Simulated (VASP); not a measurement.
# Ba: convergence, nudged elastic band

Ba, slab, 13 atoms in the cell. PBE, nudged elastic band; PAW potentials Ba_sv (PBE set). VASP 6.6.1.

Wanted: barrier within 0.02 eV.

Path: Ba hops from a hollow site to the next hollow site of Ba(100).

The series start from Moving images: 1; Force threshold EDIFFG (eV/Å): -0.05; Optimiser of the band: quasi-Newton, POTIM 0.3; Spring constant SPRING: -5; First guess of the path: IDPP. Each series keeps the choices made before it, and each single choice may use up half of a tolerance. Times cover all steps of a run.

## Force threshold EDIFFG (eV/Å)

| Force threshold EDIFFG (eV/Å) | Barrier (eV) | Time (s) |
|---|---|---|
| -0.3 | 0.496 | 445 |
| -0.1 | 0.447 | 496 |
| -0.05 | 0.399 | 696 |
| -0.02 (reference) | 0.395 | 863 |

Chosen: -0.05, the loosest value from which every tighter one stays within half of the tolerance.

## Optimiser of the band

| Optimiser of the band | Barrier (eV) | Time (s) |
|---|---|---|
| quasi-Newton, POTIM 0.3 | 0.399 | 696 |
| quasi-Newton, POTIM 0.5 | 0.400 | 642 |
| quasi-Newton, POTIM 0.3, 2 steps kept | 0.403 | 542 |
| velocity quench, POTIM 0.1 | 0.409 | 559 |
| damped dynamics, POTIM 0.2, SMASS 0.8 | 0.410 | 1116 |
| damped dynamics, POTIM 0.1, SMASS 2 (steepest descent) | no result | 1438 |

Chosen: quasi-Newton, POTIM 0.3, 2 steps kept; it saves 153.7 s of 696, so quasi-Newton, POTIM 0.3 would do nearly as well.

## Spring constant SPRING

| Spring constant SPRING | Barrier (eV) | Time (s) |
|---|---|---|
| -5 | 0.403 | 542 |
| -1 | 0.403 | 526 |
| -15 | 0.403 | 602 |
| 0 | 0.403 | 569 |

Chosen: -5; no other choice that stays within half of the tolerance saves 30 % of the time.

## First guess of the path

| First guess of the path | Barrier (eV) | Time (s) |
|---|---|---|
| IDPP | 0.403 | 542 |
| linear | 0.397 | 732 |

Chosen: IDPP.

## All choices together

| Input | Barrier (eV) | Time (s) |
|---|---|---|
| conjugate gradient (naive) | 0.398 | 553 |
| chosen settings | 0.403 | 542 |
| reference settings throughout | 0.395 | 863 |

The tolerance is met.

## The input

INCAR.step1:
```
SYSTEM = Ba
ALGO = Normal ; EDIFF = 1E-6
EDIFFG = -0.02 ; ENCUT = 200
IBRION = 2 ; ISIF = 2
ISMEAR = 1 ; LASPH = .True.
LCHARG = .False. ; LREAL = .False.
LWAVE = .False. ; NELM = 100
NSW = 100 ; POTIM = 0.5
PREC = Normal ; SIGMA = 0.1
```

INCAR.step3, as INCAR.step1 but for:
```
- EDIFFG = -0.02
- IBRION = 2
- ISIF = 2
- POTIM = 0.5
+ EDIFFG = -0.05
+ IBRION = 1
+ IMAGES = 1
+ NFREE = 2
+ POTIM = 0.3
+ SPRING = -5
```

KPOINTS:
```
k-points
0
Gamma
  2 2 1
```

00/POSCAR:
```
Ba
1.0
   10.0260000000      0.0000000000      0.0000000000
    0.0000000000     10.0260000000      0.0000000000
    0.0000000000      0.0000000000     20.1830000000
Ba
13
Selective dynamics
Direct
    0.0000000000      0.0000000000      0.2972798890  F F F
    0.5000000000      0.0000000000      0.2972798890  F F F
    0.0000000000      0.5000000000      0.2972798890  F F F
    0.5000000000      0.5000000000      0.2972798890  F F F
    0.2500000000      0.2500000000      0.4408330229  T T T
    0.7500000000      0.2500000000      0.4242587640  T T T
    0.2500000000      0.7500000000      0.4242587640  T T T
    0.7500000000      0.7500000000      0.4196901937  T T T
    0.9875615210      0.9875615210      0.5505809480  T T T
    0.5124384790      0.9875615210      0.5505809480  T T T
    0.9875615210      0.5124384790      0.5505809480  T T T
    0.5124384790      0.5124384790      0.5505809480  T T T
    0.2500000000      0.2500000000      0.6676301019  T T T
```

01/POSCAR:
```
Ba
1.0
   10.0260000000      0.0000000000      0.0000000000
    0.0000000000     10.0260000000      0.0000000000
    0.0000000000      0.0000000000     20.1830000000
Ba
13
Selective dynamics
Direct
    0.0000000000      0.0000000000      0.2972798890  F F F
    0.5000000000      0.0000000000      0.2972798890  F F F
    0.0000000000      0.5000000000      0.2972798890  F F F
    0.5000000000      0.5000000000      0.2972798890  F F F
    0.2498826421      0.2500001868      0.4324040380  T T T
    0.7501192431      0.2500001853      0.4324350321  T T T
    0.2499561662      0.7499960343      0.4219340458  T T T
    0.7500456188      0.7499960401      0.4219454044  T T T
    1.0004631985      0.9876425749      0.5506320357  T T T
    0.4997583804      0.9847036396      0.5492991505  T T T
    1.0004631965      0.5123574311      0.5506320315  T T T
    0.4997583804      0.5152962299      0.5492992211  T T T
    0.4999254257      0.2500069821      0.6704209331  T T T
```

02/POSCAR:
```
Ba
1.0
   10.0260000000      0.0000000000      0.0000000000
    0.0000000000     10.0260000000      0.0000000000
    0.0000000000      0.0000000000     20.1830000000
Ba
13
Selective dynamics
Direct
    0.0000000000      0.0000000000      0.2972798890  F F F
    0.5000000000      0.0000000000      0.2972798890  F F F
    0.0000000000      0.5000000000      0.2972798890  F F F
    0.5000000000      0.5000000000      0.2972798890  F F F
    0.2500000000      0.2500000000      0.4242603953  T T T
    0.7500000000      0.2500000000      0.4408350362  T T T
    0.2500000000      0.7500000000      0.4196909422  T T T
    0.7500000000      0.7500000000      0.4242603953  T T T
    1.0124395243      0.9875604757      0.5505831954  T T T
    0.4875604757      0.9875604757      0.5505831954  T T T
    1.0124395243      0.5124395243      0.5505831954  T T T
    0.4875604757      0.5124395243      0.5505831954  T T T
    0.7500000000      0.2500000000      0.6676316983  T T T
```

POSCAR.step1:
```
Ba
1.0
   10.0260000000      0.0000000000      0.0000000000
    0.0000000000     10.0260000000      0.0000000000
    0.0000000000      0.0000000000     20.1830000000
Ba
13
Selective dynamics
Direct
    0.0000000000      0.0000000000      0.2972798890  F F F
    0.5000000000      0.0000000000      0.2972798890  F F F
    0.0000000000      0.5000000000      0.2972798890  F F F
    0.5000000000      0.5000000000      0.2972798890  F F F
    0.2500000000      0.2500000000      0.4214685627  T T T
    0.7500000000      0.2500000000      0.4214685627  T T T
    0.2500000000      0.7500000000      0.4214685627  T T T
    0.7500000000      0.7500000000      0.4214685627  T T T
    0.0000000000      0.0000000000      0.5456572363  T T T
    0.5000000000      0.0000000000      0.5456572363  T T T
    0.0000000000      0.5000000000      0.5456572363  T T T
    0.5000000000      0.5000000000      0.5456572363  T T T
    0.2500000000      0.2500000000      0.6585617688  T T T
```

POSCAR.step2:
```
Ba
1.0
   10.0260000000      0.0000000000      0.0000000000
    0.0000000000     10.0260000000      0.0000000000
    0.0000000000      0.0000000000     20.1830000000
Ba
13
Selective dynamics
Direct
    0.0000000000      0.0000000000      0.2972798890  F F F
    0.5000000000      0.0000000000      0.2972798890  F F F
    0.0000000000      0.5000000000      0.2972798890  F F F
    0.5000000000      0.5000000000      0.2972798890  F F F
    0.2500000000      0.2500000000      0.4214685627  T T T
    0.7500000000      0.2500000000      0.4214685627  T T T
    0.2500000000      0.7500000000      0.4214685627  T T T
    0.7500000000      0.7500000000      0.4214685627  T T T
    0.0000000000      0.0000000000      0.5456572363  T T T
    0.5000000000      0.0000000000      0.5456572363  T T T
    0.0000000000      0.5000000000      0.5456572363  T T T
    0.5000000000      0.5000000000      0.5456572363  T T T
   -0.2500000000      0.2500000000      0.6585617688  T T T
```

Commands (each step's output is kept before the next begins):
```
cat potpaw_PBE.64/Ba_sv/POTCAR > POTCAR
cp INCAR.step1 INCAR
cp POSCAR.step1 POSCAR
mpirun -np 8 vasp_std > vasp.out
cp POSCAR.step2 POSCAR
mpirun -np 8 vasp_std > vasp.out
# 00 and 02 hold the relaxed ends; the images between are interpolated (pair-distance (IDPP))
cp INCAR.step3 INCAR
mpirun -np 8 vasp_std > vasp.out
```

The naive input happens to agree within the tolerance here, in 553 s.

Limits: the slab is thin and the surface cell small, so the value carries both errors; a single image in the middle can't show two humps with a dip between them, and says nothing of the springs.

The chosen input took VASP 6.6.1 542 s on 8 cores (Intel Xeon Platinum 8488C (Sapphire Rapids)), a shared host.
